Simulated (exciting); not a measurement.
## Dy: single point with LDA

Dy:

```xyz
1
Lattice="-2.0004 2.0004 2.0004 2.0004 -2.0004 2.0004 2.0004 2.0004 -2.0004" Properties=species:S:1:pos:R:3 pbc="T T T"
Dy    0.0000    0.0000    0.0000
```

This isn't the form of Dy at room conditions, which is hcp.

```yaml
Program: exciting (release sodium)
Task: single point
Functional: LDA
Potentials_or_basis: all-electron LAPW+lo, shipped species files, valence relativity iora*
rgkmax: 9.5
k_mesh: 9 × 9 × 9
Occupations: gaussian, width 0.02 eV
Spin: collinear spin, ferromagnetic start
```

- Band gap on the k mesh: none (metal or under the smearing width)
- Net moment: 4.39 μB per cell
- Site moments: Dy +4.47 μB
- All electrons inside the program's atomic spheres: Dy 63.19 (radii Dy 2.3 bohr)

Levels at points of the mesh, in eV from the Fermi level:
Spin up:
```csv
k point,band 8,band 9,band 10,band 11,band 12,band 13,band 14,band 15,band 16,band 17
"(0.00, 0.00, 0.00)",-3.32,-3.19,-2.90,-2.90,-2.90,1.94,1.94,1.94,4.11,4.11
```
Spin down:
| k point | band 4 | band 5 | band 6 | band 7 | band 8 | band 9 | band 10 | band 11 | band 12 | band 13 |
| --- | --- | --- | --- | --- | --- | --- | --- | --- | --- | --- |
| (0.00, 0.00, 0.00) | -21.11 | -5.00 | -0.23 | -0.23 | -0.23 | 0.31 | 0.31 | 0.31 | 0.57 | 2.36 |

Run time: 96 s on 1 thread of AMD EPYC 9R45 96-Core Processor (Zen 5), with other jobs on the host, peak memory 0.12 GiB.

Caveat: the magnetic or orbital state may not be the lowest; the log's total energy holds no entropy term; the free energy is that total less TS from the occupations; spin-orbit coupling is left out, which moves the levels of the heavy elements. The state reached can hang on the start; a lower one may exist.
